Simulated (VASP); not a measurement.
Input of a VASP 6.6.1 run:

File INCAR:

```
SYSTEM = Se
  PREC = Accurate
  ENCUT = 520
  EDIFF = 1E-6
  ISMEAR = -1
  SIGMA = 0.15
  LREAL = .FALSE.
  LASPH = .TRUE.
  NELM = 100
  ALGO = Normal
  ISIF = 2
  LWAVE = .FALSE.
  LCHARG = .TRUE.
  GGA = PS
  LELF = .TRUE.
  LVHAR = .TRUE.
  NBANDS = 9
```

The input KPOINTS:

```
Automatic mesh
0
G
  20 20 20
  0 0 0
```

File POSCAR:

```
Se
1.0
   -1.6903301878      1.6903301878      1.6903301878
    1.6903301878     -1.6903301878      1.6903301878
    1.6903301878      1.6903301878     -1.6903301878
Se
1
Direct
    0.0000000000      0.0000000000      0.0000000000
```

Potentials or basis: VASP PAW PBE potentials, release 64 (Se).

Command:

```bash
$ cat potpaw_PBE.64/Se/POTCAR > POTCAR
$ mpirun -np 1 vasp_std > vasp.out
```

Task: Estimate the band gap on the k mesh.

Result: None (metal or under the smearing width).

Task: What does it give for the pressure?

Result: 0.1 GPa.

Caveat: the PAW data sets were made with another functional, which shifts forces and pressure a little.
